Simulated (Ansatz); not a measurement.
## In: relaxation of cell and atoms with PBE+D3(BJ)-ATM

Crystal: In.

```
CELL_PARAMETERS angstrom
3.33548 0.00000 0.00000
-1.66774 2.88861 0.00000
0.00000 0.00000 5.50914
ATOMIC_POSITIONS crystal
In 0.66667 0.33333 0.75000
In 0.33333 0.66667 0.25000
```

This isn't the form of In at room conditions, which is tetragonal.

```json
{
 "Program": "Ansatz 0.2.0",
 "Task": "relaxation of cell and atoms",
 "Functional": "PBE",
 "Dispersion": "D3(BJ)-ATM",
 "Potentials or basis": "Ansatz PAW",
 "Cutoff": "420 eV (not typed: the program's choice for these potentials)",
 "k mesh": "9 × 9 × 5",
 "Occupations": "fermi-dirac, width 0.05 eV",
 "Spin": "no spin polarisation"
}
```

The relaxed volume is 26.23 Å³/atom, the relaxed cell is a = 3.334 Å, b = 3.334 Å, c = 5.449 Å, α = 90.00°, β = 90.00°, γ = 120.00° and the space group after relaxing (to 0.05 Å) is P6_3/mmc (No. 194). The energy gained by relaxing is 0.7 meV/atom. The ionic steps are 5 and the pressure after relaxing is 0.0 GPa. The band gap on the k mesh is none (metal or under the smearing width).

Step by step:
```tsv
step	energy change (eV)	largest force (eV/Å)	volume (Å³)
1	0.0000	0.0000	53.08
2	-0.0011	0.0000	52.60
3	-0.0015	0.0000	52.33
4	-0.0015	0.0000	52.46
5	-0.0013	0.0000	52.46
```

Final structure:
```cif
data_structure
_symmetry_space_group_name_H-M 'P 1'
_symmetry_Int_Tables_number 1
_cell_length_a 3.3342
_cell_length_b 3.3342
_cell_length_c 5.4489
_cell_angle_alpha 90.000
_cell_angle_beta 90.000
_cell_angle_gamma 120.000
_cell_volume 52.46
loop_
_atom_site_label
_atom_site_type_symbol
_atom_site_fract_x
_atom_site_fract_y
_atom_site_fract_z
_atom_site_occupancy
In1 In 0.66667 0.33333 0.75000 1
In2 In 0.33333 0.66667 0.25000 1
```

Levels at points of the mesh, in eV from the Fermi level:
```tsv
k point	band 9	band 10	band 11	band 12	band 13	band 14	band 15	band 16	band 17
(0.00, 0.00, 0.00)	-14.38	-14.38	-9.58	-4.38	-3.42	8.28	8.28	10.13	10.13
```

Run time: 4.3 s on 2 threads of Arm Neoverse V2 (shared host), peak memory 0.33 GiB.

Caveat: the plane-wave basis is chosen anew once the cell has moved, so the energies of steps on either side of that aren't comparable; pairwise dispersion overbinds metals, which lowers pressure and volume.
